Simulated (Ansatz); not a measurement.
Runs of Ansatz 0.2.0 on ZrC. It takes space group Fm-3m (No. 225, cubic). Conventional cell: a = 4.730 Å, b = 4.730 Å, c = 4.730 Å, α = 90.00°, β = 90.00°, γ = 90.00°. Zr (site symmetry m-3m) is surrounded by 6 C at 2.37 Å. C (site symmetry m-3m) is surrounded by 6 Zr at 2.37 Å. 

```tsv
level	share of exact exchange	gap on the mesh (eV)	pressure (GPa)
r2SCAN0	0.25	none	-5.1
r2SCAN0 form with a typed share of exact exchange	0.35	none	-6.0
r2SCAN0 form with a typed share of exact exchange	0.15	none	(b)
r2SCAN0 form with a typed share of exact exchange	0.1	none	-3.7
r2SCAN0 form with a typed share of exact exchange	0	none	-2.6
r2SCAN0 form with a typed share of exact exchange	0.5	-	(a)
```

Alike in all rows: task single point; potentials or basis Ansatz PAW; no spin polarisation; cell as given; k mesh 6 × 6 × 6; cutoff (eV) 500; smearing fermi-dirac 0.05 eV; the mesh is coarse, so values aren't converged.

Q: Estimate the missing entries.

A: (a) -7.3; (b) -4.2.

Caveats: all runs use coarse meshes; the PAW data sets come from PBE, with cores solved anew for the run's functional, which leaves a small shift of forces and pressure; the thresholds are loose for stress (some runs).

A k mesh can miss the band edges, and the runs leave out spin-orbit coupling on Zr.

A gap of «none» marks a metal or a gap under the smearing width.

Runs at the PBE level aren't shown here.
